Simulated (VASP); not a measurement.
Te2Mo:

```
Te Mo
1.0
     3.51820    0.00000    0.00000
    -1.75910    3.04685    0.00000
     0.00000    0.00000   13.97360
Te Mo
4 2
Direct
  0.33333 0.66667 0.62100
  0.66667 0.33333 0.12100
  0.33333 0.66667 0.87900
  0.66667 0.33333 0.37900
  0.33333 0.66667 0.25000
  0.66667 0.33333 0.75000
```

- Program: VASP 6.6.1
- Task: relaxation of cell and atoms
- Functional: PBE
- Dispersion: D3(BJ)
- Potentials or basis: VASP PAW PBE potentials, release 64 (Te, Mo_sv)
- Cutoff: 600 eV
- k mesh: 9 × 9 × 2
- Occupations: gaussian, width 0.03 eV
- Spin: no spin polarisation

At the start: pressure -0.6 GPa; volume 24.96 Å³/atom.

Problem. Where does the relaxation end?

Solution. Over 11 steps the energy falls by 4.2 meV/atom and the volume is 24.15 Å³/atom (-3.2 %); space group P6_3/mmc (No. 194, to 0.05 Å).

The path:
| step | energy change (eV) | largest force (eV/Å) | pressure (GPa) | volume (Å³) |
| --- | --- | --- | --- | --- |
| 1 | 0.0000 | 0.1801 | -0.57 | 149.79 |
| 2 | -0.0099 | 0.1781 | 0.16 | 147.87 |
| 3 | -0.0107 | 0.1781 | 0.42 | 147.15 |
| 4 | -0.0138 | 0.0446 | -0.52 | 147.26 |
| 5 | -0.0143 | 0.0147 | -0.27 | 147.23 |
| 6 | -0.0201 | 0.0145 | -0.19 | 146.48 |
| 7 | -0.0252 | 0.0121 | -0.01 | 145.13 |
| 8 | -0.0254 | 0.0107 | 0.04 | 144.86 |
| 9 | -0.0254 | 0.0111 | 0.03 | 144.91 |
| 10 | -0.0253 | 0.0168 | -0.11 | 144.97 |
| 11 | -0.0254 | 0.0027 | -0.01 | 144.93 |

Final structure:
```
Te Mo
1.0
     3.49568    0.00000    0.00000
    -1.74784    3.02735    0.00000
     0.00000    0.00000   13.69484
Te Mo
4 2
Direct
  0.33333 0.66667 0.61724
  0.66667 0.33333 0.11724
  0.33333 0.66667 0.88276
  0.66667 0.33333 0.38276
  0.33333 0.66667 0.25000
  0.66667 0.33333 0.75000
```
